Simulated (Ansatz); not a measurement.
Crystal: GaN.

```
Ga N
1.0
     0.00000    2.25350    2.25350
     2.25350    0.00000    2.25350
     2.25350    2.25350    0.00000
Ga N
1 1
Direct
  0.00000 0.00000 0.00000
  0.25000 0.25000 0.25000
```

The cell is a database's computed one.

Base run:

| Item | Value |
| --- | --- |
| Program | Ansatz 0.2.0 |
| Functional | revPBE |
| Potentials or basis | Ansatz PAW |
| Cutoff | 420 eV (not typed: the program's choice for these potentials) |
| k mesh | 10 × 10 × 10 |
| Occupations | fermi-dirac, width 0.05 eV |
| Spin | no spin polarisation |

Its results: band gap on the k mesh 1.74 eV, direct; pressure 8.0 GPa.

**Question.** After a change of settings the same cell gave: band gap on the k mesh 1.73 eV, direct; pressure -6.5 GPa. Which change was it?
A. functional from revPBE to PBE; potentials or basis from Ansatz PAW to Ansatz PAW earlier set; cutoff from 420 eV (not typed: the program's choice for these potentials) to 1300 eV; valence electrons from 18 to 26
B. functional from revPBE to BPBE
C. functional from revPBE to PBE; k mesh from 10 × 10 × 10 to 14 × 14 × 14
D. functional from revPBE to LDA; spin from no spin polarisation to spin-orbit coupling, no magnetisation; potential files from those of the base run to others of the same set

**Answer.** D.

Caveats: the PAW data sets come from PBE, with cores solved anew for the run's functional, which leaves a small shift of forces and pressure.
